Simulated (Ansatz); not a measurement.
# CdS: phonons and Grüneisen parameters, part 2 of 2

Aim: phonons by finite displacements on a 1×1×1 mesh of wavevectors, at three volumes, and the mode Grüneisen parameters. Runs: cell and atoms relaxed (PAW); volume scaled by 0.980, atoms relaxed (PAW); volume scaled by 1.020, atoms relaxed (PAW); reference run (PAW); volume scaled by 0.980 (PAW); volume scaled by 1.020 (PAW); mode Grüneisen parameters (PAW); linear response at the zone centre with the field response (PAW); displacement of 0.002 Å (PAW).

Ansatz 0.2.0; DFT PBEsol.

### 6 Volume scaled by 0.980, PAW

Input file input.yaml:

```yaml
crystal:
  lattice:
    - [4.09617966505, 0.0, 0.0]
    - [-2.04808983252, 3.5473956484, 0.0]
    - [0.0, 0.0, 6.66465302679]
  atoms:
    - { symbol: Cd, position: [0.333333333333, 0.666666666667, -0.00075291612] }
    - { symbol: Cd, position: [0.666666666667, 0.333333333333, 0.49924708388] }
    - { symbol: S, position: [0.333333333333, 0.666666666667, 0.37575291612] }
    - { symbol: S, position: [0.666666666667, 0.333333333333, 0.87575291612] }
kpoints:
  mp_grid: { grid: [6, 6, 4] }
scf:
  occupations: { method: fixed }
hamiltonian:
  xc: pbesol
  pseudopotentials: { kind: paw }
phonons:
  supercell: [1, 1, 1]
```

The run is started by

```sh
$ ansatz run input.yaml --threads 1 --pin off --max-ram 3072MiB --backend cpu --events-out ev --progress --plain --runs-dir out
```

Output (excerpt; [...] marks lines left out):

```text
[...]
Pseudopotentials: kind: paw
Pseudopotential: Cd, paw, valence charge 20, recommended cutoff 420 eV (normal), Cd.paw.azcp
Pseudopotential: S, paw, valence charge 6, recommended cutoff 420 eV (normal), S.paw.azcp
Functional definition: PBEsol
[...]
Crystal: 4 atoms, lattice volume = 96.843 Å³
Basis set: ecut = 420 eV, 1871 PW (Γ), exchange–correlation on 60×60×90 points (8 copies of the dense FFT grid, shifted against one another)
[...]
  largest component of a force at the reference: 1.2e-3 eV/Å
  ASR residual per site (eV/Å²): 1.25e-4 1.25e-4 6.47e-5 6.47e-5
  Γ frequencies (cm⁻¹): 0.00 0.00 0.00 39.24 39.24 135.20 237.65 244.98 244.98 258.45 258.45 304.03
  density of states and harmonic sums: on the 17×17×10 q-mesh, interpolated from the force constants of a 1×1×1 supercell (no non-analytic term)
  largest difference from the sums on the solved wave vectors: F 4.44e-1 eV, S 7.02e-4 and C_V 2.58e-4 eV/K
[...]
```

It took 38 s on 1 thread of Intel Xeon Platinum 8259CL at 2.50GHz (Skylake/Cascade Lake), shared host; peak memory 0.47 GiB.

Wavenumbers in cm⁻¹ (negative: unstable):

```csv
q,modes
Γ,0.0 0.0 0.0 39.2 39.2 135.2 237.7 245.0 245.0 258.4 258.4 304.0
```

### 7 Volume scaled by 1.020, PAW

Input file input.yaml:

```yaml
crystal:
  lattice:
    - [4.15116850404, 0.0, 0.0]
    - [-2.07558425202, 3.59501737989, 0.0]
    - [0.0, 0.0, 6.75412213269]
  atoms:
    - { symbol: Cd, position: [0.333333333333, 0.666666666667, -0.000777098017] }
    - { symbol: Cd, position: [0.666666666667, 0.333333333333, 0.499222901983] }
    - { symbol: S, position: [0.333333333333, 0.666666666667, 0.375777098017] }
    - { symbol: S, position: [0.666666666667, 0.333333333333, 0.875777098017] }
kpoints:
  mp_grid: { grid: [6, 6, 4] }
scf:
  occupations: { method: fixed }
hamiltonian:
  xc: pbesol
  pseudopotentials: { kind: paw }
phonons:
  supercell: [1, 1, 1]
```

The run is started by

```sh
$ ansatz run input.yaml --threads 1 --pin off --max-ram 3072MiB --backend cpu --events-out ev --progress --plain --runs-dir out
```

Output (excerpt; [...] marks lines left out):

```text
[...]
[... 4 set-up lines as earlier in the session ...]
[...]
Crystal: 4 atoms, lattice volume = 100.795 Å³
Basis set: ecut = 420 eV, 1973 PW (Γ), exchange–correlation on 60×60×96 points (8 copies of the dense FFT grid, shifted against one another)
[...]
  largest component of a force at the reference: 2.4e-4 eV/Å
  ASR residual per site (eV/Å²): 2.26e-4 2.26e-4 3.44e-5 3.44e-5
  Γ frequencies (cm⁻¹): 0.00 0.00 0.00 43.87 43.87 130.69 220.23 227.75 227.75 239.97 239.97 286.94
  density of states and harmonic sums: on the 17×17×9 q-mesh, interpolated from the force constants of a 1×1×1 supercell (no non-analytic term)
  largest difference from the sums on the solved wave vectors: F 4.85e-1 eV, S 7.43e-4 and C_V 2.58e-4 eV/K
[...]
```

Wall time 37 s (1 thread of Intel Xeon Platinum 8259CL at 2.50GHz (Skylake/Cascade Lake), shared host); peak memory 0.48 GiB.

Wavenumbers in cm⁻¹ (negative: unstable):

```csv
q,modes
Γ,0.0 0.0 0.0 43.9 43.9 130.7 220.2 227.8 227.8 240.0 240.0 286.9
```

### 8 Mode Grüneisen parameters, PAW

These follow from the three phonon runs above, mode by mode: γ = −d ln ω / d ln V.

```csv
q,wavenumber (cm⁻¹),γ
Γ,41.8 ×2,-2.75
Γ,132.9,0.85
Γ,228.7,1.91
Γ,236.2 ×2,1.82
Γ,249.1 ×2,1.85
Γ,295.2,1.45
```

### 9 Linear response at the zone centre with the field response, PAW

Edit input.yaml of step 7 so:

```diff
@@ -2,5 +2,5 @@
   lattice:
-    - [4.15116850404, 0.0, 0.0]
-    - [-2.07558425202, 3.59501737989, 0.0]
-    - [0.0, 0.0, 6.75412213269]
+    - [4.12385739425, 0.0, 0.0]
+    - [-2.06192869713, 3.57136526501, 0.0]
+    - [0.0, 0.0, 6.70968583219]
   atoms:
@@ -18,2 +18,4 @@
 phonons:
-  supercell: [1, 1, 1]
+  method: dfpt
+  dielectric: true
+  rigid_motions: translations
```

The run is started by

```sh
$ ansatz run input.yaml --threads 1 --pin off --max-ram 3072MiB --backend cpu --events-out ev --progress --plain --runs-dir out
```

Output:

```text
[... 7 set-up lines as earlier in the session ...]
Crystal: 4 atoms, lattice volume = 98.819 Å³
Basis set: ecut = 420 eV, 1943 PW (Γ), exchange–correlation on 60×60×96 points (8 copies of the dense FFT grid, shifted against one another)
Bands: 32, of which v1, the nominal top of the filled ones, is band 26 counted from 1 (25 counted from 0)
[... 1 set-up line as earlier in the session ...]
k-points: 47 of 144 (irreducible under 2 space group operations, time reversal used)
[... 10 set-up lines as earlier in the session ...]
SCF iter   1: F=—  HF=-18140.460419 eV  |F-HF|=—  |Δ(HF+E_count)|=         —  Δρ=5.18e-3  dr2=3.55e-2  ethr=1.77e-3  ⟨swp⟩=4.9  Hψ=5089  notcnv=0  defer=184
preconditioner: auto → Resta (q_TF=auto, 2.451 Å⁻¹)  ε∞=4.8  [insulator: Δε(μ)=1.026 eV  Ē_g=11.549 eV  n_scr=22 (ndim 8)  ℏωp=22.4 eV  f_vac=0.125  ε∞_Penn≈4.8]
SCF iter   2: F=—  HF=-18140.451836 eV  |F-HF|=—  |Δ(HF+E_count)|=   8.58e-3  Δρ=1.97e-3  dr2=6.09e-3  ethr=6.82e-5  ⟨swp⟩=2.9  Hψ=2772  notcnv=0  defer=187
SCF iter   3: F=—  HF=-18140.450300 eV  |F-HF|=—  |Δ(HF+E_count)|=   1.54e-3  Δρ=4.65e-4  dr2=2.54e-4  ethr=1.17e-5  ⟨swp⟩=2.0  Hψ=2312  notcnv=0  defer=187
SCF iter   4: F=—  HF=-18140.450369 eV  |F-HF|=—  |Δ(HF+E_count)|=   6.86e-5  Δρ=2.00e-4  dr2=5.53e-5  ethr=4.89e-7  ⟨swp⟩=2.6  Hψ=2253  notcnv=0  defer=180
SCF iter   5: F=—  HF=-18140.450404 eV  |F-HF|=—  |Δ(HF+E_count)|=   3.47e-5  Δρ=5.01e-5  dr2=3.38e-6  ethr=1.06e-7  ⟨swp⟩=2.7  Hψ=2458  notcnv=0  defer=78
SCF iter   6: F=—  HF=-18140.450401 eV  |F-HF|=—  |Δ(HF+E_count)|=   2.80e-6  Δρ=1.33e-5  dr2=2.47e-7  ethr=6.49e-9  ⟨swp⟩=2.0  Hψ=2272  notcnv=0  defer=78
SCF iter   7: F=—  HF=-18140.450401 eV  |F-HF|=—  |Δ(HF+E_count)|=   6.04e-7  Δρ=2.99e-6  dr2=1.27e-8  ethr=4.75e-10  ⟨swp⟩=2.0  Hψ=2232  notcnv=0  defer=78
SCF iter   8: F=—  HF=-18140.450401 eV  |F-HF|=—  |Δ(HF+E_count)|=   3.63e-8  Δρ=6.43e-7  dr2=5.74e-10  ethr=2.44e-11  ⟨swp⟩=2.0  Hψ=2260  notcnv=0  defer=78
SCF iter   9: F=-18140.450401 eV  HF=-18140.450401 eV  |F-HF|=1.46e-11  |Δ(HF+E_count)|=  7.57e-10  Δρ=1.45e-7  dr2=1.88e-11  ethr=1.00e-12  ⟨swp⟩=11.2  Hψ=9018  notcnv=0
SCF 1 converged in 9 iterations: F = -18140.450401 eV  dr2 = 1.88e-11
DFPT response loops at Γ: preconditioner auto → Resta (q_TF=auto, 2.451 Å⁻¹)  ε∞=7.4 (no band partly filled); β = 1.00, the filter's whole step (`scf.mixing.beta` (0.50) is not read by the response loops at its default; to damp them type it under 1.00, their step now; it binds the ground state too); Broyden in place of MSR1
── the response to a field inside a basis, on 10×10×6 k-points: an SCF that follows is theirs, and a resumed run solves both again ──
Bands: 27, of which v1, the nominal top of the filled ones, is band 26 counted from 1 (25 counted from 0)
k-points: 90
[... 2 set-up lines as earlier in the session ...]
Eigensolver: Dense (90 Hₖ)
SCF iter   1: F=—  HF=-18140.436628 eV  |F-HF|=—  |Δ(HF+E_count)|=         —  Δρ=2.46e-4  dr2=1.57e-5  ethr=1.00e-1
preconditioner: auto → Resta (q_TF=auto, 2.451 Å⁻¹)  ε∞=6.5  [insulator: Δε(μ)=1.220 eV  Ē_g=9.584 eV  n_scr=22 (ndim 8)  ℏωp=22.4 eV  f_vac=0.113  ε∞_Penn≈6.5]
SCF iter   2: F=—  HF=-18140.436631 eV  |F-HF|=—  |Δ(HF+E_count)|=   3.59e-6  Δρ=1.28e-4  dr2=5.02e-6  ethr=3.01e-8
SCF iter   3: F=—  HF=-18140.436634 eV  |F-HF|=—  |Δ(HF+E_count)|=   2.32e-6  Δρ=2.48e-5  dr2=3.24e-7  ethr=9.65e-9
SCF iter   4: F=-18140.436634 eV  HF=-18140.436634 eV  |F-HF|=5.43e-8  |Δ(HF+E_count)|=   7.86e-8  Δρ=5.78e-6  dr2=5.94e-8  ethr=6.24e-10
SCF 1 converged in 4 iterations: F = -18140.436634 eV  dr2 = 5.94e-8
DFPT response loops at Γ: preconditioner auto → Resta (q_TF=auto, 2.451 Å⁻¹)  ε∞=7.0 (no band partly filled); β = 1.00, the filter's whole step (`scf.mixing.beta` (0.50) is not read by the response loops at its default; to damp them type it under 1.00, their step now; it binds the ground state too); Broyden in place of MSR1
WARN: field response: ε∞ stands inside a basis, on 10×10×6 points; the force constants stand on the 6×6×4 k-mesh, whose period is 9.07 times the interband length at k = (0.0000, 0.0000, 0.0000), direct gap 1.092 eV, under 14: take them and everything formed from them as unconverged, and compare with a denser kpoints.mp_grid
SCF converged after 9 iterations
Free energy (F): -18140.450401 eV
Harris-Foulkes:  -18140.450401 eV  (|F-HF|=1.46e-11)
Internal energy: -18140.450401 eV  (E = F + TS)
E sigma→0 (E₀):  -18140.450401 eV
Fermi energy:    6.862422 eV
--- Per-component energies (eV) ---
  E_band       = -1015.382627
  E_kinetic    = 1222.753091
  E_local      = -8023.392345  (includes V_loc(G=0)·N_el)
  E_nonlocal   = 130.864619
  E_hartree    = 3680.034281
  E_xc         = -542.565093
  E_vxc        = -616.036213  (∫ρ·V_xc dr)
  E_paw        = -9196.466408  (= ΣΔE_a)
  E_vpaw       = -1089.640644  (= ΣTr[D̂ρ^β])
  E_aug_tail   = 0.000029  (compensation charges beyond the density's cutoff)
  E_ewald      = -5412.486394
  E_core_change = 0.807818  (= ΣΔE_core)
  E_smearing   = -0.000000  (= −TS)
  E_closure    = 0.000000  (closes the sum)
  Σ components = -18140.450401   (vs F -18140.450401, Δ=0.00e0)
--- Band table (eV; the first three rows and the last of 47) ---
  k-point 0: bands = ["-94.3377", "-94.3377", "-55.4405", "-55.4404", "-55.4404", "-55.4403", "-55.4403", "-55.4398", "-5.5457", "-5.0945", "-0.8577", "-0.8507", "-0.8507", "-0.7643", "-0.7643", "-0.4198", "-0.4198", "-0.3242", "-0.3242", "0.0231", "2.3807", "6.0847", "6.0847", "6.8138", "6.8624", "6.8624", "7.9545", "9.5405", "13.2213", "13.2213", "13.5128", "14.3297"]
  k-point 1: bands = ["-94.3377", "-94.3377", "-55.4404", "-55.4403", "-55.4403", "-55.4403", "-55.4403", "-55.4399", "-5.4783", "-5.1582", "-0.8415", "-0.8415", "-0.8130", "-0.7805", "-0.7805", "-0.4027", "-0.4027", "-0.3350", "-0.3350", "-0.2637", "3.0194", "5.7835", "6.1918", "6.1918", "6.7411", "6.7411", "8.8694", "9.6177", "13.0209", "13.2899", "13.2899", "13.8210"]
  k-point 2: bands = ["-94.3377", "-94.3377", "-55.4403", "-55.4403", "-55.4403", "-55.4403", "-55.4402", "-55.4402", "-5.3164", "-5.3164", "-0.8146", "-0.8146", "-0.8146", "-0.8146", "-0.6328", "-0.6328", "-0.3658", "-0.3658", "-0.3658", "-0.3658", "4.3360", "4.3360", "6.4594", "6.4594", "6.4594", "6.4594", "9.6167", "9.6167", "12.9037", "12.9037", "13.5691", "13.5691"]
  k-point 46: bands = ["-94.3377", "-94.3376", "-55.4408", "-55.4407", "-55.4406", "-55.4405", "-55.4402", "-55.4400", "-5.0806", "-4.9795", "-0.7379", "-0.7082", "-0.6164", "-0.5776", "-0.4802", "-0.4423", "-0.3657", "-0.3427", "-0.0740", "0.1723", "2.7266", "3.1973", "4.4430", "4.8855", "5.4280", "5.7889", "10.6759", "11.4741", "12.1812", "12.6146", "13.4303", "14.2537"]
--- Phonons (Γ-DFPT): 4 representative perturbations + reference, on 47 of 144 k-points (Σ response iterations 13) ---
  k mesh reduced under 2 symmetry operations, with k and −k counted as one. Each operation leaves every solved perturbation unchanged. A smaller set is not considered because the run solves the response to a homogeneous field
  ASR residual: 4.651e-5 → 0.000e0 eV/Å²; symmetrization residual: 1.636e-5 eV/Å²
  ASR residual per site (eV/Å²): 4.65e-5 4.65e-5 3.45e-5 3.45e-5
  Γ frequencies (cm⁻¹): 0.00 0.00 0.00 41.80 41.80 132.92 228.70 236.25 236.25 249.07 249.07 295.22
  ε∞ (high-frequency dielectric tensor):
        6.230103     0.000000     0.000000
        0.000000     6.230103     0.000000
        0.000000     0.000000     6.329778
  ε⁰ (static dielectric tensor: ions relaxed, cell fixed):
        9.398605     0.000000    -0.000000
        0.000000     9.398605     0.000000
       -0.000000     0.000000    10.020015
  ε⁰ − ε∞ (ionic part):
        3.168502     0.000000    -0.000000
        0.000000     3.168502     0.000000
       -0.000000     0.000000     3.690237
  softest optical mode at Γ: 41.80 cm⁻¹; the repairs (sum rule, projections) moved no ω² at Γ by more than (1.40 cm⁻¹)²
  Born effective charges Z* (e; rows j = field, columns β = displacement):
    site 0:
         2.10471    0.00000   -0.00000
         0.00000    2.10471   -0.00000
        -0.00000   -0.00000    2.19877
    site 1:
         2.10471    0.00000    0.00000
         0.00000    2.10471   -0.00000
         0.00000   -0.00000    2.19877
    site 2:
        -2.10471   -0.00000   -0.00000
        -0.00000   -2.10471    0.00000
        -0.00000   -0.00000   -2.19877
    site 3:
        -2.10471   -0.00000    0.00000
        -0.00000   -2.10471   -0.00000
         0.00000    0.00000   -2.19877
  Z* charge neutrality: 7.865e-3 e pre-enforcement
  solved inside a basis spanned on kpoints, on 10×10×6 k-points transformed towards the longest dipole: ε∞ is read to err by 2.3e-2, Z* by 2.4e-2 e (field_mesh: kpoints solves on kpoints); Z* is corrected for what the basis lacks
  optical modes at Γ without the LO–TO term, one row a degenerate level:
      ω (cm⁻¹)  modes    IR ((D/Å)²/amu)
         41.80      2             0.0000
        132.92      1             0.0000
        228.70      1             8.9425
        236.25      2            16.3875
        249.07      2             0.0000
        295.22      1             0.0000
  optical modes at Γ + LO–TO along q̂ = [1.0000, 0.0000, 0.0000]:
      ω (cm⁻¹)  modes    IR ((D/Å)²/amu)
         41.80      2             0.0000
        132.92      1             0.0000
        228.70      1             8.9425
        236.25      1             8.1937
        249.07      2             0.0000
        290.17      1             8.1937
        295.22      1             0.0000
  optical modes at Γ + LO–TO along q̂ = [0.0000, 1.0000, 0.0000]:
      ω (cm⁻¹)  modes    IR ((D/Å)²/amu)
         41.80      2             0.0000
        132.92      1             0.0000
        228.70      1             8.9425
        236.25      1             8.1937
        249.07      2             0.0000
        290.17      1             8.1937
        295.22      1             0.0000
  optical modes at Γ + LO–TO along q̂ = [0.0000, 0.0000, 1.0000]:
      ω (cm⁻¹)  modes    IR ((D/Å)²/amu)
         41.80      2             0.0000
        132.92      1             0.0000
        236.25      2            16.3875
        249.07      2             0.0000
        287.74      1             8.9425
        295.22      1             0.0000
```

Run time: 3.1 min. Hardware: 1 thread of Intel Xeon Platinum 8259CL at 2.50GHz (Skylake/Cascade Lake), shared host; peak memory 1 GiB.

Wavenumbers in cm⁻¹ (negative: unstable):

```csv
q,modes
Γ,0.0 0.0 0.0 41.8 41.8 132.9 228.7 236.2 236.2 249.1 249.1 295.2
```

ε∞ (xx, yy, zz): 6.23, 6.23, 6.33. Born charges (xx, yy, zz): Cd1 2.10, 2.10, 2.20; Cd2 2.10, 2.10, 2.20; S3 -2.10, -2.10, -2.20; S4 -2.10, -2.10, -2.20 e.

```csv
direction of q,wavenumbers with the LO shift (cm⁻¹)
100,42 42 133 229 236 249 249 290 295
010,42 42 133 229 236 249 249 290 295
001,42 42 133 236 236 249 249 288 295
```

### 10 Displacement of 0.002 Å, PAW

Edit input.yaml of step 9 so:

```diff
@@ -18,4 +18,3 @@
 phonons:
-  method: dfpt
-  dielectric: true
-  rigid_motions: translations
+  supercell: [1, 1, 1]
+  amplitude: 0.002
```

The run is started by

```sh
$ ansatz run input.yaml --threads 1 --pin off --max-ram 3072MiB --backend cpu --events-out ev --progress --plain --runs-dir out
```

Output (excerpt; [...] marks lines left out):

```text
[...]
[... 4 set-up lines as earlier in the session ...]
[...]
Crystal: 4 atoms, lattice volume = 98.819 Å³
Basis set: ecut = 420 eV, 1943 PW (Γ), exchange–correlation on 60×60×90 points (8 copies of the dense FFT grid, shifted against one another)
[...]
  largest component of a force at the reference: 1.2e-3 eV/Å
  ASR residual per site (eV/Å²): 1.97e-4 1.97e-4 7.82e-5 7.82e-5
  Γ frequencies (cm⁻¹): 0.00 0.00 0.00 41.80 41.80 132.92 228.70 236.25 236.25 249.07 249.07 295.22
  density of states and harmonic sums: on the 17×17×9 q-mesh, interpolated from the force constants of a 1×1×1 supercell (no non-analytic term)
  largest difference from the sums on the solved wave vectors: F 4.65e-1 eV, S 7.24e-4 and C_V 2.58e-4 eV/K
[...]
```

Wall time 37 s (1 thread of Intel Xeon Platinum 8259CL at 2.50GHz (Skylake/Cascade Lake), shared host); peak memory 0.47 GiB.

Wavenumbers in cm⁻¹ (negative: unstable):

```csv
q,modes
Γ,0.0 0.0 0.0 41.8 41.8 132.9 228.7 236.2 236.2 249.1 249.1 295.2
```

### 11 Side by side

| run | volume (Å³/atom) | lowest on the mesh (cm⁻¹) | highest on the mesh, without the LO shift (cm⁻¹) | zero-point energy (meV/atom) |
| --- | --- | --- | --- | --- |
| reference run, PAW | 24.705 | 0.0 | 295.2 | 30.6 |
| volume scaled by 0.980, PAW | 24.211 | 0.0 | 304.0 | 31.6 |
| volume scaled by 1.020, PAW | 25.199 | 0.0 | 286.9 | 29.7 |
| linear response at the zone centre with the field response, PAW | 24.705 | 0.0 | 295.2 | – |
| displacement of 0.002 Å, PAW | 24.705 | 0.0 | 295.2 | 30.6 |

Optical modes at Γ (point group 6mm), without the LO shift:

```csv
cm⁻¹,modes,symmetry,active in,moves most
41.8,2,E2,Raman,Cd
132.9,1,B1,silent,Cd
228.7,1,A1,infrared and Raman,S
236.2,2,E1,infrared and Raman,S
249.1,2,E2,Raman,S
295.2,1,B1,silent,S
```

### 12 Summary of results

What follows sums up all 2 parts.

| quantity | value |
| --- | --- |
| highest mode on the mesh, without the LO shift (PAW) | 295 cm⁻¹ |
| optical modes at Γ | 42 (E2), 133 (B1), 229 (A1), 236 (E1), 249 (E2), 295 (B1) cm⁻¹ |
| mean Grüneisen parameter at 300 K (PAW) | 0.59 |
| ε∞ | 6.23, 6.23, 6.33 |

What this shows: The k mesh is too coarse for converged phonons: take these values as rough. No mode at Γ is unstable, and no other wavevector was sampled; the highest lies at 295 cm⁻¹ by PAW. Weighted by heat capacity at 300 K the mean Grüneisen parameter of the sampled modes is 0.59; optical modes at Γ alone don't fix the expansion. Some modes have negative γ and soften under compression. With the field of the polar modes, the highest mode near Γ lies at 295 cm⁻¹. Each set of modes is computed in the harmonic approximation. Cautions: frozen-core PAW files fitted under PBE, their cores solved anew for the functional of the run; zone-boundary modes aren't tested.

A log calls its force constants unconverged on the k mesh, so modes and the static dielectric constant formed from them are rough.
